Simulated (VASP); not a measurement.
# GaN: equilibrium volume by level of theory

The structure is hexagonal, space group P6_3mc (No. 186). Conventional cell: a = 3.180 Å, b = 3.180 Å, c = 5.166 Å, α = 90.00°, β = 90.00°, γ = 120.00°. Ga (site symmetry 3m) has 4 N at 1.94 to 1.95 Å as nearest neighbours. Around N (site symmetry 3m) lie 4 Ga at 1.94 to 1.95 Å.

```tsv
rung	level	program and potentials	cutoff (eV)	k mesh	equilibrium volume (Å³/atom)	notes
LDA	LDA	VASP, LDA PAW files Ga_d, N, 600 eV	600	12 × 12 × 7	11.11	-
GGA	PBE	VASP, PBE PAW files Ga_d, N, 600 eV	600	12 × 12 × 7	11.75	-
GGA	PBEsol	VASP, PBE PAW files Ga_d, N, 600 eV	600	12 × 12 × 7	11.35	potentials made for PBE
meta-GGA	r2SCAN	VASP, PBE PAW files Ga_d, N, 600 eV	600	12 × 12 × 7	11.43	potentials made for PBE
```

Task: relaxation of cell and atoms. All rows: no spin polarisation. Meshes are those of the run's cell of 4 atoms unless a note names another. Relaxations start from the cell shown or near it and stop with a little pressure left. Runs on faulty files, with rough fits or with known faults for this quantity aren't shown. No row holds spin-orbit coupling.

By rung: LDA 11.11; GGA 11.35 to 11.75; meta-GGA 11.43 (Å³/atom).
